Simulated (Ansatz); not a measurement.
# AlRu: the cost of one run

Computed with Ansatz 0.2.0 (DFT PBE, scalar-relativistic, plane waves, PAW, unless a step's input says otherwise).

## (1) The structure to begin with

Symmetry: P-6m2, No. 187, hexagonal system. The conventional cell has a = 3.028 Å, b = 3.028 Å, c = 2.955 Å, α = 90.00°, β = 90.00°, γ = 120.00°. Al (site symmetry -6m2) has 6 Ru at 2.29 Å as nearest neighbours. Ru (site symmetry -6m2) has 6 Al at 2.29 Å as nearest neighbours.

As a file:

```xyz
2
Lattice="3.0282 0.0000 0.0000 -1.5141 2.6225 0.0000 0.0000 0.0000 2.9553" Properties=species:S:1:pos:R:3 pbc="T T T"
Al    0.0000    0.0000    0.0000
Ru    1.5141    0.8742    1.4777
```

The cell is invented: species swapped into a database cell of WC (P-6m2, No. 187), with Al on the W sites and Ru on the C sites. The dimensions are guesses.

## (2) The guess as it stands, on a coarse mesh

input.yaml reads:

```yaml
crystal:
  lattice:
    - [3.02815431, 0.0, 0.0]
    - [-1.51407715, 2.62245856, 0.0]
    - [0.0, 0.0, 2.95532863]
  atoms:
    - { symbol: Al, position: [0.0, 0.0, 0.0] }
    - { symbol: Ru, position: [0.66666667, 0.33333333, 0.5] }
basis:
  ecutwfc: 420
kpoints:
  mp_grid: { grid: [6, 6, 6] }
hamiltonian:
  xc: pbe
scf:
  occupations: { method: gaussian, width: 0.1 }
  lower_state_search: "off"
output:
  forces: true
  stress: true
  eigenvalues: true
```

On the command line:

```console
$ ansatz run input.yaml --threads 1 --pin off --max-ram 2560MiB --backend cpu --events-out ev --progress --plain --runs-dir out
```

Q: Estimate wall time and peak memory on 1 thread of Intel Xeon Platinum 8259CL at 2.50GHz (Skylake/Cascade Lake), shared host.

About 1.2 s, with a peak of 0.33 GiB.
